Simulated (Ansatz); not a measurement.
Write the native input for Ansatz 0.2.0 that does the following.

* Task: relaxation of cell and atoms
* Functional: PBE
* Potentials or basis: Ansatz PAW
* Cutoff: 420 eV (not typed: the program's choice for these potentials)
* k mesh: 10 × 10 × 10
* Occupations: fermi-dirac, width 0.05 eV
* Spin: no spin polarisation

WS2:

```xyz
3
Lattice="1.5790 0.9116 6.1633 -1.5790 0.9116 6.1633 0.0000 -1.8233 6.1633" Properties=species:S:1:pos:R:3 pbc="T T T"
W     0.0000    0.0000    0.0000
S     0.0000    0.0000   10.7427
S     0.0000    0.0000   13.8730
```

Measurements of this composition are mostly on another form, of space group No. 194.

The input as run:

input.yaml

```yaml
crystal:
  lattice:
    - [1.579, 0.9116360751, 6.1633333333]
    - [-1.579, 0.9116360751, 6.1633333333]
    - [0.0, -1.8232721501, 6.1633333333]
  atoms:
    - { symbol: W, position: [0.0, 0.0, 0.0] }
    - { symbol: S, position: [0.581, 0.581, 0.581] }
    - { symbol: S, position: [0.7503, 0.7503, 0.7503] }
hamiltonian:
  xc: pbe
  pseudopotentials: { kind: paw }
kpoints:
  mp_grid: { grid: [10, 10, 10] }
scf:
  occupations: { method: fermi_dirac, width: 0.05 }
output:
  forces: true
  stress: true
  eigenvalues: true
relax:
  f_tol: 0.01
  max_steps: 40
  cell: { stress_tol: 0.05 }
```

Potentials or basis: Ansatz PAW.

The run is started by

```sh
$ ansatz run input.yaml --threads 2 --pin off --max-ram 5632MiB --backend cpu --events-out ev --progress --plain --runs-dir out
```

It gave:

```yaml
Relaxed_volume: 21.88 Å³/atom
Relaxed_cell: a = 7.682 Å, b = 7.682 Å, c = 7.682 Å, α = 23.95°, β = 23.95°, γ = 23.95°
Space_group_after_relaxing_to_0.05_Å: R3m (No. 160)
Energy_gained_by_relaxing: 24.9 meV/atom
Ionic_steps: 16
Pressure_after_relaxing: 0.0 GPa
Band_gap_on_the_k_mesh: 1.79 eV, indirect (least direct gap 2.15 eV)
```

Caveat: the volume moved by over 15 % at a fixed basis, so the end points are rough; the plane-wave basis is chosen anew once the cell has moved, so the energies of steps on either side of that aren't comparable; spin-orbit coupling is left out, which moves the levels of the heavy elements.

Run time: 110 s on 2 threads of Arm Neoverse V2, with other jobs on the host, peak memory 0.45 GiB.
